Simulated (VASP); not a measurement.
A run of VASP 6.6.1 is set up as follows.

The input INCAR:

```
PREC     = Accurate       # precision mode
ENCUT    = 600            # plane-wave cutoff, eV
EDIFF    = 1E-6           # SCF threshold, eV
ISMEAR   = -1             # smearing method
SIGMA    = 0.05           # smearing width, eV
LREAL    = F              # projectors in reciprocal space
LASPH    = T              # aspherical terms in the spheres
NELM     = 60             # most SCF steps
ALGO     = Normal         # electronic algorithm
ISIF     = 3              # what is computed and relaxed
LWAVE    = F              # write WAVECAR
LCHARG   = F              # write CHGCAR
GGA      = PE             # functional
IVDW     = 13             # dispersion correction
IBRION   = 2              # ionic algorithm
NSW      = 40             # ionic steps
EDIFFG   = -0.01          # ionic threshold
```

File KPOINTS:

```
Automatic mesh
0
Gamma
  11 11 11
```

File POSCAR:

```
Ag
1.0
    0.0000000000      2.0427500000      2.0427500000
    2.0427500000      0.0000000000      2.0427500000
    2.0427500000      2.0427500000      0.0000000000
Ag
1
Direct
    0.0000000000      0.0000000000      0.0000000000
```

Potentials or basis: VASP PAW PBE potentials, release 64 (Ag).

The run is started by

```console
$ cat potpaw_PBE.64/Ag/POTCAR > POTCAR
$ mpirun -np 1 vasp_std > vasp.out
```

Task: Predict the dispersion energy per atom.

Result: -0.572 eV.

Task: Predict the band gap on the k mesh.

Result: None (metal or under the smearing width).

Task: Predict the relaxed cell.

Result: a = 2.882 Å, b = 2.882 Å, c = 2.882 Å, α = 60.00°, β = 60.00°, γ = 60.00°.

Task: Predict the relaxed volume.

Result: 16.93 Å³/atom.

Final structure:
```yaml
crystal:
  lattice:
    - [0.00000, 2.03804, 2.03804]
    - [2.03804, 0.00000, 2.03804]
    - [2.03804, 2.03804, 0.00000]
  atoms:
    - { symbol: Ag, position: [0.00000, 0.00000, 0.00000] }
```

Caveat: pairwise dispersion overbinds metals, which lowers pressure and volume.
